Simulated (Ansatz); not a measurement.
Wanted: the native input for an Ansatz 0.2.0 run.

```
Task                : single point
Functional          : PBE
Potentials or basis : all-electron LAPW, scalar-relativistic
Cutoff              : 320 eV (chosen from the basis error)
Basis error allowed : 0.001 eV/atom
k mesh              : 13 × 13 × 13
Occupations         : gaussian, width 0.021 eV
Spin                : collinear spin, ferromagnetic start
Starting moments    : [1.0] μB
```

Ni:

```xyz
1
Lattice="0.0000 1.7376 1.7376 1.7376 0.0000 1.7376 1.7376 1.7376 0.0000" Properties=species:S:1:pos:R:3 pbc="T T T"
Ni    0.0000    0.0000    0.0000
```

The input as run:

input.yaml

```yaml
crystal:
  lattice:
    - [0.0, 1.737572933, 1.737572933]
    - [1.737572933, 0.0, 1.737572933]
    - [1.737572933, 1.737572933, 0.0]
  atoms:
    - { symbol: Ni, position: [0.0, 0.0, 0.0], spin: 1.0 }
kpoints:
  mp_grid: { grid: [13, 13, 13] }
scf:
  occupations: { method: gaussian, width: 0.021 }
hamiltonian:
  xc: pbe
  pseudopotentials: { kind: all_electron, lapw: { basis_error: 0.001 } }
magnetization:
  spin_polarized: true
output:
  forces: true
  stress: true
  eigenvalues: true
```

Potentials or basis: all-electron LAPW, scalar-relativistic.

Run with:

```sh
$ ansatz run input.yaml --threads 2 --pin off --max-ram 6144MiB --backend cpu --events-out ev --progress --plain --runs-dir out
```

Results of the run:

```
Pressure               : 8.0 GPa
Band gap on the k mesh : none (metal or under the smearing width)
Net moment             : 0.64 μB per cell
Absolute moment        : 0.72 μB per cell
Site moments           : Ni +0.66 μB
```

Wall time 5.9 s on 2 threads of Arm Neoverse V2 (shared host), peak memory 0.35 GiB.
